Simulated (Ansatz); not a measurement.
Reaction (formal exchange of groups at a C–B bond): `BCC(C)=O` + `O=Cc1ccccc1` → `CC(=O)CC(=O)c1ccccc1` + BH₃

Calculated with Ansatz (gas phase, PBE0-D4/def2-TZVP geometries, no zero-point term in ΔE). CCSD(T)/CBS adds triple-zeta CCSD(T) − MP2 to the extrapolated MP2 energy (def2 sets, frozen cores). This one scheme is used for every species. Each species was taken in one conformer, which may not be the lowest.

`BCC(C)=O`:

Z-matrix (Å, degrees):
```
C
C 1 1.504
B 1 1.557 2 115.3
H 1 1.107 2 109.6 3 112.7
H 1 1.092 2 110.4 3 -129.5
O 2 1.206 1 120.9 3 105.1
C 2 1.505 1 117.0 3 -74.4
H 3 1.195 1 119.8 2 -157.3
H 3 1.197 1 121.1 2 26.1
H 7 1.088 2 110.1 1 168.5
H 7 1.095 2 109.0 1 -71.9
H 7 1.092 2 111.2 1 46.0
```

`O=Cc1ccccc1`:

Cartesian coordinates in Å:
```
O -0.888 2.846 -1.134
C -1.308 1.773 -0.787
C -0.475 0.662 -0.293
C -1.082 -0.532 0.079
C -0.315 -1.587 0.546
C 1.061 -1.444 0.640
C 1.673 -0.250 0.270
C 0.908 0.802 -0.196
H -2.396 1.550 -0.822
H -2.161 -0.629 -0.001
H -0.786 -2.519 0.835
H 1.665 -2.267 1.005
H 2.749 -0.148 0.348
H 1.356 1.743 -0.491
```

`CC(=O)CC(=O)c1ccccc1`:

Cartesian coordinates in Å:
```
C -3.327 -0.961 0.063
C -2.144 -0.707 0.948
O -2.143 0.122 1.822
C -0.914 -1.564 0.675
C -0.179 -1.051 -0.555
O -0.449 -1.498 -1.646
C 0.844 0.011 -0.380
C 1.658 0.320 -1.469
C 2.619 1.307 -1.362
C 2.764 2.006 -0.170
C 1.947 1.715 0.912
C 0.994 0.714 0.813
H -3.012 -1.047 -0.980
H -3.772 -1.922 0.336
H -4.066 -0.172 0.186
H -1.224 -2.583 0.440
H -0.282 -1.554 1.560
H 1.518 -0.232 -2.391
H 3.257 1.537 -2.208
H 3.515 2.784 -0.087
H 2.052 2.269 1.837
H 0.346 0.509 1.657
```

BH₃:

Cartesian coordinates in Å:
```
B 0.000 0.000 0.000
H 0.613 -0.336 -0.967
H 0.296 -0.430 1.073
H -0.909 0.766 -0.106
```

| level | ΔE (kJ/mol) |
| --- | --- |
| SCS-MP2/def2-TZVPP | 25.4 |
| HF/CBS(def2) | 39.9 |

(1) What does CCSD(T)/CBS give? (Estimate.)

Largest T1 diagnostic among the species: 0.014.

Answers

(1) The calculation gave: +29.1 kJ/mol. The listed levels differ from it by -3.7, 10.8 kJ/mol.

In def2-TZVPP, CCSD(T) changes the Hartree–Fock value by −13.1 kJ/mol (the triples alone add −3.6 kJ/mol) and MP2 by −15.3 kJ/mol. The D4 term adds −12.9 kJ/mol with B3LYP and −8.2 kJ/mol with PBE0; it sums over pairs of atoms, weighted by their polarisabilities, and B3LYP, whose exchange is more repulsive, gets the larger term.

B3LYP here is the variant with VWN-RPA as its local correlation; programs differ in this.

CCSD(T)/CBS has its own doubt, a few kJ/mol and more with outer-core shells, so smaller differences from it don't rank the levels.
